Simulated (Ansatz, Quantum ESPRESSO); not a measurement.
# 2H-MoTe2, 2 layers, AA' stacking against a metal electrode: the electrode's level over the Fermi level at a withheld member of a series

How the rows were computed: Quantum ESPRESSO 7.5, PBE, GBRV ultrasoft. The slab is relaxed neutral under PBE-D3(BJ), then held. ESM with bc3: vacuum below and a metal electrode about 6 Å above the top atoms. Fermi-Dirac smearing of 0.004 Ry and a dense mesh. Charges are set per cell from the starting area. The series steps the charge of the slab (positive: electrons removed).

```
charge of the slab  electrode's level over the Fermi level (eV)
     1 ×10¹³ e/cm²                                        5.479
     2 ×10¹³ e/cm²                                        6.428
     3 ×10¹³ e/cm²                                        7.358
   4.5 ×10¹³ e/cm²                                        8.745
     6 ×10¹³ e/cm²                                       10.130
     7 ×10¹³ e/cm²                                       11.053
```

**Question.** What is the electrode's level over the Fermi level at 8 ×10¹³ e/cm²?

**Fit.** The rows at 6 ×10¹³ e/cm² and 7 ×10¹³ e/cm² give a slope of (11.053 − (10.130))/(7 − (6)) = 0.923, so a straight line gives 11.976 eV. A parabola through these and the row at 4.5 ×10¹³ e/cm² gives 11.976 eV.

What the calculation gave: 11.977 eV. The line misses by −0.001 and the parabola by −0.001 eV. Both misses are under 5 % of the step from the nearer row.

**Limits.** Vacuum fills the gap; ions don't answer the charge; added electrons can spill towards the electrode at the most negative charges. Charges count on the starting cell, which the relaxation changed by some per cent. Members without a usable value, or on the other side of zero field or charge, are not listed.

[Logs are printed without paths, hosts, clocks, repeated set-up lines and the standing remarks that a program may print on its own settings, such as how far it seeks lower states.]
